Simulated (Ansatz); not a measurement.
# CdO (Monteponite) under changes of volume

One of the cells (12.970 Å³/atom); the others are scaled copies at fixed shape and fractional positions:

```
Cd O
1.0
     0.00000    2.34950    2.34950
     2.34950    0.00000    2.34950
     2.34950    2.34950    0.00000
Cd O
1 1
Direct
  0.00000 0.00000 0.00000
  0.50000 0.50000 0.50000
```

```yaml
Program: Ansatz 0.2.0
Functional: PBEsol
Potentials_or_basis: all-electron LAPW, scalar-relativistic
Cutoff: 329 eV (chosen from the basis error)
Basis_error_allowed: 0.0005 eV/atom
k_mesh: 10 × 10 × 10
Occupations: fermi-dirac, width 0.05 eV
Spin: no spin polarisation
```

```csv
volume (Å³/atom),energy over the lowest point (meV/atom),pressure (GPa)
12.191,?,?
12.451,7.39,5.6
12.710,1.12,2.2
12.970,0.00,-0.8
13.229,3.47,-3.5
13.488,11.03,-5.8
13.748,22.21,-7.9
```

What does the run at 12.191 Å³/atom give?

Energy over the lowest point 19.46 meV/atom; pressure 9.4 GPa.

Worked out: A Birch-Murnaghan fit of order 3 (a polynomial in V^(-2/3)) to the other rows has its minimum at 12.90 Å³/atom with B0 = V·E''(V) = 146 GPa and B' = 4.9. It gives 19.54 meV/atom at 12.191 Å³/atom, against the run's 19.46, and -dE/dV = 9.4 GPa, against 9.4.

Energies are extrapolated to zero smearing.
